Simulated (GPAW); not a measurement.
# TiO2 (P4_2/mnm) in GPAW: notebook

One crystal, TiO2, is run at these levels: PBEsol+U; tasks: band structure.

All numbers are computed with GPAW 26.7.0; they aren't measurements. Logs are shortened: lines on timing, memory, paths and dates and some standing lists are left out, and cuts for length are marked. The log counts tension as positive stress, the text compression.

**Measured values to compare with.**

“Shallow Valence Band of Rutile GeO2 and P-type Doping”, 2020, arxiv:2011.08928 quotes, for a bulk crystal of TiO2 at 1.6 K: band gap 3.03 eV (direct).

How close the calculation comes is told below.

### 1 Starting point

It takes space group P4_2/mnm (No. 136, tetragonal). Conventional cell: a = 4.600 Å, b = 4.600 Å, c = 2.959 Å, α = 90.00°, β = 90.00°, γ = 90.00°. Around Ti (site symmetry mmm) lie 6 O at 1.95 to 1.98 Å. O (site symmetry m2m) is surrounded by 3 Ti at 1.95 to 1.98 Å.

The cell is a database's computed one.

### 2 Band structure, PBEsol+U

Input file run.py:

```python
from ase import Atoms
from ase.dft.bandgap import bandgap
from ase.io import write
from ase.units import GPa
from gpaw import GPAW, PW, setup_paths

setup_paths.insert(0, '.')

atoms = Atoms(['Ti', 'Ti', 'O', 'O', 'O', 'O'],
              cell=[[4.5998373239, 0.0, 0.0],
                    [0.0, 4.5998373239, 0.0],
                    [0.0, 0.0, 2.95921356]],
              scaled_positions=[[0.0, 0.0, 0.5],
                                [0.5, 0.5, 0.0],
                                [0.30432132, 0.30432132, 0.5],
                                [0.19567868, 0.80432132, 0.0],
                                [0.80432132, 0.19567868, 0.0],
                                [0.69567868, 0.69567868, 0.5]],
              pbc=True)

calc = GPAW(mode=PW(800),
            xc='PBEsol',
            kpts={'size': (4, 4, 7), 'gamma': True},
            occupations={'name': 'fermi-dirac', 'width': 0.05},
            setups={'Ti': ':d,1.0'},
            nbands=43,
            convergence={'density': 1e-05, 'energy': 1e-05},
            maxiter=150,
            txt='gpaw.txt')
atoms.calc = calc
energy = atoms.get_potential_energy()
forces = atoms.get_forces()
stress = atoms.get_stress()
calc.write('gs.gpw')
write('result.traj', atoms)
print(f'Energy: {energy:.6f} eV')
print('Forces (eV/A):')
print(forces.round(4))
print('Stress (GPa):', (stress / GPa).round(3))
print('Fermi level:', round(calc.get_fermi_level(), 4), 'eV')
print(f'Gap: {bandgap(calc)[0]:.4f} eV, direct: {bandgap(calc, direct=True)[0]:.4f} eV')

path = atoms.cell.bandpath('GXMGZRAZ,XR,MA', npoints=100, eps=1e-4)
bs_calc = calc.fixed_density(kpts=path, symmetry='off', nbands=61,
                             convergence={'bands': 'CBM+6.0', 'eigenstates': 1e-6}, txt='bands.txt')
bs = bs_calc.band_structure()
bs.write('bs.json')
print(f'Gap on the path: {bandgap(bs_calc)[0]:.4f} eV')
```

Potentials or basis: PAW data sets generated in the run's folder for this functional, pw.

Run with:

```console
$ gpaw-setup -f PBEsol O Ti
$ OMP_NUM_THREADS=1 python run.py
```

gpaw.txt:

```text
__  _  _
 | _ |_)|_||  |
 |__||  | ||/\| - 26.7.0

Input parameters:
  mode=PW(ecut=800.0),
  convergence={'density': 1e-05, 'energy': 1e-05},
  kpts=MonkhorstPack(size=(4, 4, 7), gamma=True),
  maxiter=150,
  nbands=43,
  occupations=Occupations(name='fermi-dirac', width=0.05),
  setups={'Ti': ':d,1.0'},
  xc=XC(name='PBEsol')

Diagonalizing LCAO Hamiltonian
Converting LCAO to pw mode
    .----------.
   /|          |
  / |          |
 *  |      O   |
 |  .O---------.
 Ti/  O Ti    /
 |/       O  /
 *----------*

Atoms  # Å, Bohr magnetons
|   | symbol |        x |        y |        z |    initial magnetic moments |
|---|--------|----------|----------|----------|-----------------------------|
| 0 |     Ti | 0.000000 | 0.000000 | 1.479607 | ( 0.0000,  0.0000,  0.0000) |
| 1 |     Ti | 2.299919 | 2.299919 | 0.000000 | ( 0.0000,  0.0000,  0.0000) |
| 2 |      O | 1.399829 | 1.399829 | 1.479607 | ( 0.0000,  0.0000,  0.0000) |
| 3 |      O | 0.900090 | 3.699747 | 0.000000 | ( 0.0000,  0.0000,  0.0000) |
| 4 |      O | 3.699747 | 0.900090 | 0.000000 | ( 0.0000,  0.0000,  0.0000) |
| 5 |      O | 3.200009 | 3.200009 | 1.479607 | ( 0.0000,  0.0000,  0.0000) |

Unit cell  # Å
| periodic |        x |        y |        z |  lengths |    angles |
|----------|----------|----------|----------|----------|-----------|
|      yes | 4.599837 | 0.000000 | 0.000000 | 4.599837 | 90.000000 |
|      yes | 0.000000 | 4.599837 | 0.000000 | 4.599837 | 90.000000 |
|      yes | 0.000000 | 0.000000 | 2.959214 | 2.959214 | 90.000000 |

Number of symmetries: 8
Symmetry operations  # r_c * U_cc + t_c -> r_c
|   | kind |            matrix            |
|---|------|------------------------------|
| 0 |  E   |  1, 0, 0,  0, 1, 0,  0, 0, 1 |
| 1 |  σ   |  1, 0, 0,  0, 1, 0,  0, 0,-1 |
| 2 |  σ   |  0, 1, 0,  1, 0, 0,  0, 0, 1 |
| 3 |  C2  |  0, 1, 0,  1, 0, 0,  0, 0,-1 |
| 4 |  σ   |  0,-1, 0, -1, 0, 0,  0, 0, 1 |
| 5 |  C2  |  0,-1, 0, -1, 0, 0,  0, 0,-1 |
| 6 |  C2  | -1, 0, 0,  0,-1, 0,  0, 0, 1 |
| 7 |  i   | -1, 0, 0,  0,-1, 0,  0, 0,-1 |

BZ-sampling:
  Number of BZ points: 112
  Number of IBZ points: 28

  Monkhorst-Pack size: [4, 4, 7]
  Monkhorst-Pack shift: [0.125, 0.125, 0.0]

K-points  # in reciprocal-cell coordinates
|     |                                coordinates |     weight |
|-----|--------------------------------------------|------------|
|   0 | (  0.00000000,   0.00000000,   0.00000000) | 0.00892857 |
|   1 | (  0.00000000,   0.00000000,   0.14285714) | 0.01785714 |
|   2 | (  0.00000000,   0.00000000,   0.28571429) | 0.01785714 |
|   3 | (  0.00000000,   0.00000000,   0.42857143) | 0.01785714 |
|   4 | (  0.25000000,  -0.25000000,   0.00000000) | 0.01785714 |
|   5 | (  0.25000000,  -0.25000000,   0.14285714) | 0.03571429 |
|   6 | (  0.25000000,  -0.25000000,   0.28571429) | 0.03571429 |
|   7 | (  0.25000000,  -0.25000000,   0.42857143) | 0.03571429 |
|   8 | (  0.25000000,   0.00000000,   0.00000000) | 0.03571429 |
|   9 | (  0.25000000,   0.00000000,   0.14285714) | 0.07142857 |
| ... |                                            |            |
|  27 | (  0.50000000,   0.50000000,   0.42857143) | 0.01785714 |

Plane wave coefficients: 3249
Cutoff: 800.0 eV

Spin-components: 1 (collinear spins)
Bands:           43
Projectors:      32
Spin-degeneracy: 2
Datatype:        complex128

Parallelization:
  kpt:    1
  domain: 1
  band:   1

Density:
  Valence electrons: 48.0
  Components: 1
  Grid points: [32 32 20]
  Charge: 0.0  # |e|

Potential:
  Grid points: [32 32 20]

species:
  Ti:
    name:    Titanium
    Z:       22.0
    valence: 12
    core:    10
    charge:  0.0  # [|e|]
    Hubbard: {U: 1.0,  # eV
              l: 2,
              scale: True}
    compensation charges:
      type: gauss
      rc: 0.38  # [Å]
      lmax: 2
    cutoffs:
      filter: 2.23  # [Å]
      core: 1.02  # [Å]
    projectors
    | kind |    occ | energy [eV] | rcut [Å] |
    |------|--------|-------------|----------|
    |   3s |  2.000 |     -62.441 |    1.270 |
    |   4s |  2.000 |      -4.477 |    1.270 |
    |   3p |  6.000 |     -38.776 |    1.058 |
    |   4p |  0.000 |      -1.449 |    1.058 |
    |   3d |  2.000 |      -4.275 |    1.058 |
    |    d |        |      22.937 |    1.058 |

    Using partial waves for Ti as LCAO basis

  O:
    name:    Oxygen
    Z:       8.0
    valence: 6
    core:    2
    charge:  0.0  # [|e|]
    compensation charges:
      type: gauss
      rc: 0.21  # [Å]
      lmax: 2
    cutoffs:
      filter: 1.17  # [Å]
      core: 0.83  # [Å]
    projectors
    | kind |    occ | energy [eV] | rcut [Å] |
    |------|--------|-------------|----------|
    |   2s |  2.000 |     -23.808 |    0.688 |
    |   2p |  4.000 |      -8.972 |    0.598 |
    |    s |        |       3.404 |    0.688 |
    |    p |        |      18.239 |    0.598 |
    |    d |        |       0.000 |    0.619 |

    Using partial waves for O as LCAO basis

Reference energy: -54531.363041  # eV

eigensolver:
  PPCG
  Converge bands: occupied
  niter=2

density mixing:
  MSR1-Mixer
  Pratt-step length: 0.05
  Maximum mixing coefficient: 0.75
  Old densities: 10
  SVD Regularization: 0.005
  Good broyden scale: 1.0
  Trust region scale: 1.0
  Backstep threshold: 4.0
  History deletion threshold: 6.0
  Fourier metric: weight=20.0, sigma=0.015

occupation numbers:
  Fermi-Dirac:
    width: 0.0500  # eV

poisson solver:
  ecut: 6400.0  # eV

xc functional:
  name: PBEsol with 2 nearest neighbor stencil

convergence criteria:
- Maximum integral of absolute [dens]ity change: 1e-05 electrons / valence electron
- Maximum [total energy] change in last 3 cyles: 1e-05 eV / valence electron
- Maximum integral of absolute [eigenst]ate change: 4e-08 eV^2 / valence electron
maximum number of iterations: 150

SCF iterations
|iter     | |      energy | eigst |  dens |
|---------|-|-------------|-------|-------|
|iter:   1| |  -62.525959 | +0.03 |       |
|iter:   2| |  -59.556126 | -1.80 | -0.79 |
|iter:   3| |  -53.803400 | -0.61 | -0.85 |
|iter:   4| |  -53.304786 | -1.81 | -1.32 |
|iter:   5| |  -53.278956 | -2.56 | -1.60 |
|iter:   6| |  -53.261278 | -3.40 | -1.99 |
|iter:   7| |  -53.260842 | -4.48 | -2.85 |
|iter:   8| |  -53.260857c| -5.77 | -3.45 |
|iter:   9| |  -53.260852c| -6.82 | -3.90 |
|iter:  10| |  -53.260851c| -7.29 | -4.13 |
|iter:  11| |  -53.260851c| -8.01c| -4.63 |
|iter:  12| |  -53.260851c| -8.69c| -5.04c|

Converged in 12 steps
Energy contributions relative to reference atoms: (reference = -54531.363041)

Energy contributions:
  Kinetic:          52.868511
  Coulomb:         -63.992561
  Zero:              1.340479
  External:          0.000000
  Xc:              -43.477281
  Entropy:          -0.000000
  Spinorbit:         0.000000
  ----------------------------
  Free energy:     -53.260851
  Extrapolated:    -53.260851

dipole moment: (-14.906095, -14.906095, -26.180014)  # |e|*Ang

Fermi level: 6.519
Eigenvalues  # (at kpt = [0.000, 0.000, 0.000])
| band index |      eig [eV] | occ [0-2] |
|------------|---------------|-----------|
|          0 |       -51.360 |     2.000 |
|        ... |               |           |
|         16 |         1.751 |     2.000 |
|         17 |         2.951 |     2.000 |
|         18 |         2.951 |     2.000 |
|         19 |         3.541 |     2.000 |
|         20 |         4.845 |     2.000 |
|         21 |         5.104 |     2.000 |
[... 8 lines left out ...]
|         30 |        10.317 |     0.000 |
|         31 |        12.220 |     0.000 |
|        ... |               |           |
|         42 |        24.701 |     0.000 |

Gap: 1.982 eV
Transition (v -> c):
  (s=0, k=0, n=23, [0.00, 0.00, 0.00]) -> (s=0, k=0, n=24, [0.00, 0.00, 0.00])
No difference between direct/indirect transitions

Forces  # eV/Ang
|        x |        y |       z |
|----------|----------|---------|
| -0.00000 |  0.00000 | 0.00000 |  # Ti   0
|  0.00000 |  0.00000 | 0.00000 |  # Ti   1
|  0.01138 |  0.01138 | 0.00000 |  # O    2
| -0.01140 |  0.01140 | 0.00000 |  # O    3
|  0.01140 | -0.01140 | 0.00000 |  # O    4
| -0.01138 | -0.01138 | 0.00000 |  # O    5

Stress tensor  # eV/Ang^3
|         x |         y |        z |
|-----------|-----------|----------|
|  0.001294 | -0.000000 | 0.000000 |
| -0.000000 |  0.001294 | 0.000000 |
|  0.000000 |  0.000000 | 0.003455 |

# Writing to gs.gpw (mode='')
```

stdout:

```text
Energy: -53.260851 eV
Forces (eV/A):
[[-0.      0.      0.    ]
 [ 0.      0.      0.    ]
 [ 0.0114  0.0114  0.    ]
 [-0.0114  0.0114  0.    ]
 [ 0.0114 -0.0114  0.    ]
 [-0.0114 -0.0114  0.    ]]
Stress (GPa): [ 0.207  0.207  0.554  0.     0.    -0.   ]
Fermi level: 6.5185 eV
Gap: 1.9819 eV, direct: 1.9819 eV
Gap on the path: 1.9819 eV
```

bands.txt:

```text
Diagonalizing LCAO Hamiltonian
Converting LCAO to pw mode
convergence criteria:
- Maximum integral of absolute [eigenst]ate change: 1e-06 eV^2 / valence electron
maximum number of iterations: 150

SCF iterations
|iter     | |      energy | eigst |  dens |
[... 106 lines left out ...]
         [0.5       , 0.5       , 0.21428571],
         [0.5       , 0.5       , 0.25      ],
         [0.5       , 0.5       , 0.28571429],
         [0.5       , 0.5       , 0.32142857],
         [0.5       , 0.5       , 0.35714286],
         [0.5       , 0.5       , 0.39285714],
         [0.5       , 0.5       , 0.42857143],
         [0.5       , 0.5       , 0.46428571],
         [0.5       , 0.5       , 0.5       ]])),
  maxiter=150,
  nbands=61,
  occupations=Occupations(name='fermi-dirac', width=0.05),
  setups={'Ti': ':d,1.0'},
  symmetry=Symmetry(point_group=False, time_reversal=False),
  xc=XC(name='PBEsol')
```

Run time: 2.9 min. Hardware: 1 thread of Arm Neoverse V2, shared host; peak memory 0.7 GiB.

Results:

- Free energy: -53.2609 eV
- Pressure: -0.3 GPa
- Largest force: 0.016 eV/Å
- Band gap on the k mesh: 1.98 eV, direct
- Band gap along the path: 1.98 eV, direct

Forces on the atoms (eV/Å):
```
Ti   0.000  0.000  0.000
Ti   0.000  0.000  0.000
O    0.011  0.011  0.000
O   -0.011  0.011  0.000
O    0.011 -0.011  0.000
O   -0.011 -0.011  0.000
```

Levels at the corners of the path, in eV from the valence-band top:
| point | band 20 | band 21 | band 22 | band 23 | band 24 | band 25 | band 26 | band 27 | band 28 | band 29 |
| --- | --- | --- | --- | --- | --- | --- | --- | --- | --- | --- |
| Γ | -2.04 | -0.74 | -0.48 | -0.48 | 0.00 | 1.98 | 2.24 | 2.53 | 2.63 | 2.63 |
| X | -3.11 | -1.68 | -1.68 | -0.77 | -0.77 | 2.64 | 2.64 | 3.17 | 3.17 | 3.70 |
| M | -2.20 | -1.35 | -1.35 | -1.12 | -1.12 | 2.01 | 2.01 | 2.65 | 2.65 | 3.97 |
| Γ | -2.04 | -0.74 | -0.48 | -0.48 | 0.00 | 1.98 | 2.24 | 2.53 | 2.63 | 2.63 |
| Z | -2.80 | -2.41 | -2.41 | -1.46 | -1.46 | 3.11 | 3.11 | 3.35 | 3.35 | 3.78 |
| R | -2.45 | -2.06 | -2.06 | -1.07 | -1.07 | 2.01 | 2.01 | 3.38 | 3.38 | 4.03 |
| A | -2.77 | -1.30 | -1.30 | -0.70 | -0.70 | 2.71 | 2.71 | 3.31 | 3.31 | 3.40 |
| Z | -2.80 | -2.41 | -2.41 | -1.46 | -1.46 | 3.11 | 3.11 | 3.35 | 3.35 | 3.78 |
| X | -3.11 | -1.68 | -1.68 | -0.77 | -0.77 | 2.64 | 2.64 | 3.17 | 3.17 | 3.70 |
| R | -2.45 | -2.06 | -2.06 | -1.07 | -1.07 | 2.01 | 2.01 | 3.38 | 3.38 | 4.03 |
| M | -2.20 | -1.35 | -1.35 | -1.12 | -1.12 | 2.01 | 2.01 | 2.65 | 2.65 | 3.97 |
| A | -2.77 | -1.30 | -1.30 | -0.70 | -0.70 | 2.71 | 2.71 | 3.31 | 3.31 | 3.40 |

(Part 1 of 3 ends here.)
